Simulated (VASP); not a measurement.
Set up this calculation in VASP 6.6.1, as the native input.

| Property | Result |
| --- | --- |
| Task | single point |
| Functional | PBEsol |
| Potentials or basis | VASP PAW PBE potentials, release 64 (Al, Au) |
| Cutoff | 520 eV |
| k mesh | 13 × 13 × 13 |
| Occupations | fermi-dirac, width 0.05 eV |
| Spin | no spin polarisation |
| Dipole correction | no |
| Further INCAR settings | ALGO = Fast; EDIFF = 1e-07; NBANDS = 14 |

The structure of AlAu lies in POSCAR:

```
AlAu
1.0
    3.1803698749      0.0000000000      0.0000000000
    0.0000000000      3.1803698749      0.0000000000
    0.0000000000      0.0000000000      3.1803698749
Al Au
1 1
Direct
    0.0000000000      0.0000000000      0.0000000000
    0.5000000000      0.5000000000      0.5000000000
```

The cell comes from a database or a generator and needn't be the stable form of this composition.

The cell isn't the ideal one: functional pbesol, volume scaled by 0.96.

The input as run:

INCAR

```
PREC = Accurate
ENCUT = 520
EDIFF = 1E-7
ISMEAR = -1
SIGMA = 0.05
LREAL = F
LASPH = T
NELM = 100
ALGO = Fast
ISIF = 2
LWAVE = F
LCHARG = T
GGA = PS
LELF = T
LVHAR = T
NBANDS = 14
```

KPOINTS

```
Automatic mesh
0
Gamma
  13 13 13
```

Potentials or basis: VASP PAW PBE potentials, release 64 (Al, Au).

The run is started by

```console
$ cat potpaw_PBE.64/Al/POTCAR potpaw_PBE.64/Au/POTCAR > POTCAR
$ mpirun -np 1 vasp_std > vasp.out
```

It gave:

| Item | Value |
| --- | --- |
| Pressure | -0.5 GPa |
| Band gap on the k mesh | none (metal or under the smearing width) |

Caveat: the PAW data sets were made with another functional, which shifts forces and pressure a little.

It took 10 s on 1 thread of Intel(R) Xeon(R) 6975P-C (Granite Rapids), on a shared host, peak memory 0.16 GiB.
